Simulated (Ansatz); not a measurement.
SnSe:

```
Sn Se
1.0
    11.42000    0.00000    0.00000
     0.00000    4.19000    0.00000
     0.00000    0.00000    4.46000
Sn Se
4 4
Direct
  0.87700 0.75000 0.90900
  0.62300 0.25000 0.40900
  0.37700 0.75000 0.59100
  0.12300 0.25000 0.09100
  0.64300 0.75000 0.98400
  0.85700 0.25000 0.48400
  0.14300 0.75000 0.51600
  0.35700 0.25000 0.01600
```

| Property | Result |
| --- | --- |
| Program | Ansatz 0.2.0 |
| Task | relaxation of cell and atoms |
| Functional | PBE |
| Dispersion | D3(BJ) |
| Potentials or basis | Ansatz PAW |
| Cutoff | 420 eV (not typed: the program's choice for these potentials) |
| k mesh | 3 × 6 × 6 |
| Occupations | fermi-dirac, width 0.05 eV |
| Spin | no spin polarisation |

At the start: volume 26.68 Å³/atom.

Where does the relaxation end?

It ends after 6 steps and the volume is 26.28 Å³/atom (-1.5 %); space group Pnma (No. 62, to 0.05 Å).

Step by step:
```tsv
step	energy change (eV)	largest force (eV/Å)	volume (Å³)
1	0.0000	0.3116	213.41
2	-0.0218	0.1945	206.18
3	-0.0484	0.0774	210.50
4	-0.0528	0.0212	210.37
5	-0.0531	0.0041	210.22
6	-0.0526	0.0040	210.22
```

Final structure:
```
Sn Se
1.0
    11.49459    0.00000    0.00000
     0.00000    4.17083    0.00000
     0.00000    0.00000    4.38492
Sn Se
4 4
Cartesian
  10.1374 3.1281 3.9704
  7.1045 1.0427 1.7779
  4.3901 3.1281 2.6070
  1.3572 1.0427 0.4145
  7.3908 3.1281 4.2891
  9.8511 1.0427 2.0967
  1.6435 3.1281 2.2882
  4.1038 1.0427 0.0958
```

Caveat: the plane-wave basis is chosen anew once the cell has moved, so the energies of steps on either side of that aren't comparable.
